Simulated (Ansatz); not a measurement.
Runs of Ansatz 0.2.0 on Lu. It takes space group Im-3m (No. 229, cubic). Conventional cell: a = 3.908 Å, b = 3.908 Å, c = 3.908 Å, α = 90.00°, β = 90.00°, γ = 90.00°. Lu (site symmetry m-3m) has 8 Lu at 3.38 Å as nearest neighbours. This isn't the form of Lu at room conditions, which is hcp.

```csv
task,level,potentials or basis,spin,cell,cutoff (eV),smearing,points for each segment of the path,gap on the mesh (eV),pressure (GPa)
single point,PBE,Ansatz PAW,off,as given,420,fermi-dirac 0.05 eV,-,none,-0.4
projected density of states,r2SCAN,Ansatz PAW earlier set,off,as given,760,fermi-dirac 0.05 eV,-,none,(a)
single point,PBE,Ansatz PAW,off,cell strained at random at fixed volume,420,fermi-dirac 0.05 eV,-,none,-0.4
atomic charges,r2SCAN,SSSP efficiency PAW,off,as given,612,tetrahedron,-,none,-0.3
band structure,PBE+D4,SSSP precision PAW,"collinear, random start",as given,612,fermi-dirac 0.1 eV,14,none,-1.2
```

Alike in all rows: k mesh 10 × 10 × 10.

**Question.** Estimate the missing entries.

**Answer.** (a) -0.5.

Caveats: the PAW data sets come from PBE, with cores solved anew for the run's functional, which leaves a small shift of forces and pressure (some runs); with tetrahedron occupations forces and stress needn't match the slope of the energy (some runs); spin-orbit coupling is left out, which moves the levels of the heavy elements (some runs); pairwise dispersion overbinds metals, which lowers pressure and volume (some runs); the starting moments weren't kept (some runs).

A k mesh can miss the band edges, and the runs leave out spin-orbit coupling on Lu.

A gap of «none» marks a metal or a gap under the smearing width.
